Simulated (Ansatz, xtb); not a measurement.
## Relative energy of two isomers of C5H12

Structure I: `CC(C)(C)C`, a singlet. Structure II: `CCC(C)C`, a singlet. Both are isolated molecules in the gas phase, relaxed with B3LYP/6-31G*; the shapes shown needn't be the lowest conformers.

I (Å):

```xyz
17

C    -1.6416   -0.2063    1.0818
C    -0.4986    0.7647    0.7292
C    -0.8887    1.5872   -0.5137
C     0.7832   -0.0369    0.4330
C    -0.2476    1.7148    1.9156
H    -1.3923   -0.8071    1.9653
H    -2.5700    0.3369    1.2980
H    -1.8437   -0.8973    0.2538
H    -1.0746    0.9362   -1.3771
H    -1.8001    2.1705   -0.3325
H    -0.0920    2.2893   -0.7900
H     0.6348   -0.7238   -0.4095
H     1.0863   -0.6342    1.3019
H     1.6169    0.6294    0.1782
H     0.5629    2.4203    1.6934
H    -1.1451    2.3003    2.1509
H     0.0332    1.1565    2.8174
```

II (Å):

```xyz
17

C    -1.2394   -0.0674    2.2205
C    -1.5303    0.1715    0.7326
C    -0.4652    0.9765   -0.0468
C     0.8932    0.2593   -0.0980
C    -0.3118    2.4125    0.4791
H    -2.0499   -0.6432    2.6821
H    -0.3118   -0.6314    2.3699
H    -1.1502    0.8734    2.7754
H    -2.4942    0.6916    0.6387
H    -1.6608   -0.8007    0.2364
H    -0.8339    1.0475   -1.0814
H     1.3544    0.1951    0.8950
H     1.5942    0.7953   -0.7491
H     0.7913   -0.7619   -0.4857
H    -1.2767    2.9338    0.5039
H     0.1032    2.4294    1.4942
H     0.3650    2.9927   -0.1596
```

Energies in hartree; the thermal terms are from B3LYP/6-31G* harmonic frequencies (ideal gas, rigid rotor, one conformer each, 600 K, 1 atm) and include the zero-point energy:

```
                              I           II
E, CCSD(T)/def2-SVP  −197.030920  −197.025087
    E, MP2/def2-SVP  −196.934631  −196.928124
  E, MP2/def2-TZVPP  −197.305754  −197.298795
  zero-point energy     0.160376     0.161275
       H(600 K) − E     0.186957     0.187525
       G(600 K) − E     0.092148     0.086897
```

Correct the CCSD(T) difference for the basis set by the MP2 change, then work out ΔE, ΔE₀, ΔH and ΔG for I → II in kJ/mol (1 Eh = 2625.50 kJ/mol) and the equilibrium ratio [II]/[I].

1. Differences II − I: CCSD(T) +0.005833, MP2 in the small set +0.006507, MP2 in the large set +0.006959 Eh.
2. ΔE = +0.005833 + (+0.006959 − (+0.006507)) = +0.006285 Eh = +16.50 kJ/mol.
3. ΔE₀ = ΔE + ΔZPE = +0.006285 + (+0.000899) Eh = +18.86 kJ/mol.
4. ΔH = ΔE + (+0.000568) Eh = +17.99 kJ/mol.
5. ΔG = ΔE + (−0.005251) Eh = +2.71 kJ/mol, so ΔS = (ΔH − ΔG)/T = +25.5 J/(mol K).
6. kT = 1.9001 mEh, so K = [II]/[I] = exp(−ΔG/kT) = exp(−0.54) ≈ 0.58.

The two are too close for this level to say which is favoured. An error of 4 kJ/mol in ΔG would change K by a factor of 2.2. Mirror images and further conformers aren't counted.

As drawn, both hold the same kinds of bond in the same numbers. Structure I has 4 methyl groups, II 3.

Other levels gave ΔE = +16.0 (GFN2-xTB); +7.0 (HF/STO-3G, GFN2-xTB geometries); +12.6 (r2SCAN-D4/def2-SVP, GFN2-xTB geometries); +8.7 (B3LYP/6-31G*); +8.5 (HF/def2-SVP); +17.1 (MP2/def2-SVP); +15.3 (CCSD(T)/def2-SVP) kJ/mol. The correlated steps freeze 5 core orbitals. Programs: Ansatz 0.2.0, xtb 6.7.1.
